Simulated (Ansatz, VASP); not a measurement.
This is a calculation of Sr for VASP 6.6.1.

File INCAR:

```
PREC = Accurate
ENCUT = 520
EDIFF = 1E-7
ISMEAR = -1
SIGMA = 0.05
LREAL = False
LASPH = True
NELM = 60
ALGO = Normal
ISIF = 2
LWAVE = False
LCHARG = False
GGA = PE
NBANDS = 28
```

Contents of KPOINTS:

```
Automatic mesh
0
Gamma
  5 5 5
```

Contents of POSCAR:

```
Sr
1.0
   -4.1585048905      4.1585048905      3.5768060722
    4.1585048905     -4.1585048905      3.5768060722
    4.1585048905      4.1585048905     -3.5768060722
Sr
4
Direct
    0.3436850000      0.1710400000      0.5038190000
    0.6718640000      0.8465630000      0.5100890000
    0.8312370000      0.3305800000      0.1631990000
    0.1631290000      0.6677630000      0.8311220000
```

Potentials or basis: VASP PAW PBE potentials, release 64 (Sr_sv).

Command:

```console
$ cat potpaw_PBE.64/Sr_sv/POTCAR > POTCAR
$ mpirun -np 1 vasp_std > vasp.out
```

Question: Translate it to Ansatz 0.2.0. Potentials there: Ansatz PAW.

Answer: As run (the cutoff follows the program's own potentials):

File input.yaml:

```yaml
crystal:
  lattice:
    - [-4.1585048905, 4.1585048905, 3.5768060722]
    - [4.1585048905, -4.1585048905, 3.5768060722]
    - [4.1585048905, 4.1585048905, -3.5768060722]
  atoms:
    - { symbol: Sr, position: [0.343685, 0.17104, 0.503819] }
    - { symbol: Sr, position: [0.671864, 0.846563, 0.510089] }
    - { symbol: Sr, position: [0.831237, 0.33058, 0.163199] }
    - { symbol: Sr, position: [0.163129, 0.667763, 0.831122] }
hamiltonian:
  xc: pbe
  pseudopotentials: { kind: paw }
kpoints:
  mp_grid: { grid: [5, 5, 5] }
scf:
  occupations: { method: fermi_dirac, width: 0.05 }
output:
  forces: true
  stress: true
  eigenvalues: true
```

Potentials or basis: Ansatz PAW.

The run is started by

```bash
$ ansatz run input.yaml --threads 2 --pin off --max-ram 5120MiB --backend cpu --events-out ev --progress --plain --runs-dir out
```

Both were run:

|  | VASP | Ansatz | Ansatz less VASP |
| --- | --- | --- | --- |
| gap on the k mesh at the Fermi level (eV) | none | none | - |
| pressure (GPa) | -0.3 | -0.3 | 0.00 |
| rms of the force components (eV/Å) | 0.085 | 0.084 | -0.0006 |

Atom by atom the forces differ by 0.001 eV/Å (rms over components). A gap of «none» marks a metal or a gap that the smearing closes. The functional is the same, so the differences come from potentials, cutoffs and numerics.
